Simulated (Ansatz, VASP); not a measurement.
## NiO: VASP beside Ansatz

```xyz
2
Lattice="0.0000 2.2406 2.2406 2.2406 0.0000 2.2406 2.2406 2.2406 0.0000" Properties=species:S:1:pos:R:3 pbc="T T T"
Ni    0.0000    0.0000    0.0000
O     1.1203    1.1203    1.1203
```

Change from the starting cell: species swapped into the BeSe type (F-43m, No. 216).

Alike in both runs: functional PBE; k mesh 22 × 22 × 22; occupations gaussian, width 0.1 eV; collinear spin.

Ansatz relaxed the structure, and its values are those at the end. VASP's run is a single point on that final structure, the one shown.

|  | VASP | Ansatz |
| --- | --- | --- |
| version | VASP 6.6.1 | Ansatz 0.2.0 |
| potentials or method | VASP PAW PBE potentials, release 64 (Ni, O) | scalar-relativistic, plane waves, PAW |
| plane-wave cutoff (eV) | 520 | 420 |
| valence electrons in the cell | 16 | 24 |

|  | VASP | Ansatz | Ansatz less VASP |
| --- | --- | --- | --- |
| gap on the k mesh at the Fermi level (eV) | none | none | - |
| pressure (GPa) | 0.3 | 0.0 | -0.24 |
| net moment per atom (μB) | 0.96 | 0.97 | +0.012 |
| size of the moment on the site where the two differ most (μB) | 1.50 | 1.47 | -0.028 |

Site moments also hang on the region over which each program counts them. A gap of «none» marks a metal or a gap that the smearing closes. The functional is the same, so the differences come from potentials, cutoffs and numerics. The two sets of potentials don't hold the same shells in valence.

Caveats: a cell with one magnetic atom can't hold antiferromagnetic order, which such compounds often take; semilocal functionals often make such compounds metallic where correlation or magnetic order opens a gap, which also shifts bond lengths.
